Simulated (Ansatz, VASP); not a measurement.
## One calculation of MgO, two programs

```xyz
4
Lattice="3.3540 0.0000 0.0000 -1.6770 2.9046 0.0000 0.0000 0.0000 5.1351" Properties=species:S:1:pos:R:3 pbc="T T T"
Mg    0.0000    1.9364   -0.0468
Mg    1.6770    0.9682    2.5207
O     0.0000    1.9364    1.9725
O     1.6770    0.9682    4.5400
```

Change from the starting cell: hydrostatic strain +2.0%.

Alike in both runs: task single point; functional r2SCAN; k mesh 12 × 12 × 6; no spin polarisation.

```csv
,VASP,Ansatz
version,VASP 6.6.1,Ansatz 0.2.0
potentials or method,"VASP PAW PBE potentials, release 64 (Mg, O)","plane waves, PAW"
plane-wave cutoff (eV),520,500
occupations,"gaussian, width 0.01 eV",fixed
valence electrons in the cell,16,32
```

```csv
,VASP,Ansatz,Ansatz less VASP
gap on the k mesh at the Fermi level (eV),3.88,3.90,+0.015
pressure (GPa),-7.2,-6.6,+0.61
largest component of the traceless stress (GPa),1.01,0.95,-0.058
```

The two sets of potentials don't hold the same shells in valence.

Caveats: the PAW data sets were made with another functional, which shifts forces and pressure a little (VASP). A k mesh can miss the band edges.
